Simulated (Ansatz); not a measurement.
Crystal: CdF2.

```
Cd F
1.0
     0.00000    2.69400    2.69400
     2.69400    0.00000    2.69400
     2.69400    2.69400    0.00000
Cd F
1 2
Direct
  0.00000 0.00000 0.00000
  0.75000 0.75000 0.75000
  0.25000 0.25000 0.25000
```

Base run:

```yaml
Program: Ansatz 0.2.0
Functional: HSEsol
Potentials_or_basis: Ansatz PAW
Cutoff: "420 eV (not typed: the program's choice for these potentials)"
k_mesh: 5 × 5 × 5
Occupations: fermi-dirac, width 0.05 eV
Spin: no spin polarisation
```

Its results: band gap on the k mesh 5.14 eV, indirect (least direct gap 5.63 eV); pressure -2.6 GPa.

Problem. The run is repeated on the same cell with these changes: functional from HSEsol to HSE03. What comes out?

Solution. Band gap on the k mesh 5.03 eV, indirect (least direct gap 5.52 eV); pressure 1.9 GPa.

Caveats: the k mesh misses the band edges, so the gap on the mesh is wider than the one along the path; the PAW data sets come from PBE, with cores solved anew for the run's functional, which leaves a small shift of forces and pressure; the thresholds are loose for stress.
